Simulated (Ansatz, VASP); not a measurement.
## CdSe: VASP beside Ansatz

Contents of INCAR:

```
  PREC = Accurate
  ENCUT = 520
  EDIFF = 1E-6
  ISMEAR = 0
  SIGMA = 0.05
  LREAL = False
  LASPH = True
  NELM = 100
  ALGO = Normal
  ISIF = 2
  LWAVE = False
  LCHARG = False
  GGA = PE
  NBANDS = 16
```

The input KPOINTS:

```
regular mesh
0
Gamma
  6 6 6
```

File POSCAR:

```
CdSe
1.0
    3.5524362063      0.0000000000      0.0000000000
    0.0000000000      3.5524362063      0.0000000000
    0.0000000000      0.0000000000      3.5524362063
Cd Se
1 1
Direct
    0.0000000000      0.0000000000      0.0000000000
    0.5000000000      0.5000000000      0.5000000000
```

Input for Ansatz:

```yaml
crystal:
  lattice:
    - [3.5524362063, 0.0, 0.0]
    - [0.0, 3.5524362063, 0.0]
    - [0.0, 0.0, 3.5524362063]
  atoms:
    - { symbol: Cd, position: [0.0, 0.0, 0.0] }
    - { symbol: Se, position: [0.5, 0.5, 0.5] }
basis:
  ecutwfc: 420
kpoints:
  mp_grid: { grid: [6, 6, 6] }
hamiltonian:
  xc: pbe
scf:
  occupations: { method: gaussian, width: 0.05 }
output:
  forces: true
  stress: true
  eigenvalues: true
```

Measurements of this composition are mostly on another form, of space group No. 186.

Alike in both runs: task single point; functional PBE; k mesh 6 × 6 × 6; occupations gaussian, width 0.05 eV; no spin polarisation.

|  | VASP | Ansatz |
| --- | --- | --- |
| version | VASP 6.6.1 | Ansatz 0.2.0 |
| potentials or method | VASP PAW PBE potentials, release 64 (Cd, Se) | scalar-relativistic, plane waves, PAW |
| plane-wave cutoff (eV) | 520 | 420 |
| valence electrons in the cell | 18 | 36 |

```csv
,VASP,Ansatz,Ansatz less VASP
gap on the k mesh at the Fermi level (eV),none,none,-
pressure (GPa),0.4,0.1,-0.28
```

A gap of «none» marks a metal or a gap that the smearing closes. The two sets of potentials don't hold the same shells in valence.
